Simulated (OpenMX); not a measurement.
**Te2Pt (Moncheite) in OpenMX: the effect of dispersion**

Te2Pt (Moncheite):

```
CELL_PARAMETERS angstrom
4.01000 0.00000 0.00000
-2.00500 3.47276 0.00000
0.00000 0.00000 5.20100
ATOMIC_POSITIONS crystal
Pt 0.00000 0.00000 0.00000
Te 0.66667 0.33333 0.75000
Te 0.33333 0.66667 0.25000
```

Alike in all runs:

- Program: OpenMX 3.8.5
- Task: single point
- Functional: PBE
- Potentials or basis: OpenMX 2013 PBE set, Pt7.0-s3p2d2f1, Te7.0-s3p2d2f1, grid cutoff 500 Ry
- k mesh: 7 × 7 × 5
- Occupations: fermi-dirac, width 0.05 eV
- Spin: no spin polarisation

```tsv
dispersion	pressure (GPa)	largest force (eV/Å)
none	?	?
D3	8.5	1.48
D3(BJ)	7.8	1.43
D4	7.8	1.44
```

Task: What does the run with dispersion none give?

Result: Pressure 11.6 GPa; largest force 1.40 eV/Å.

Caveats: the basis of atomic orbitals isn't converged, which shifts pressures, moduli and gaps; forces of over 1 eV/Å show positions far from the minimum, so gaps and moduli don't describe the material at rest; pairwise dispersion overbinds metals, which lowers pressure and volume (some runs).
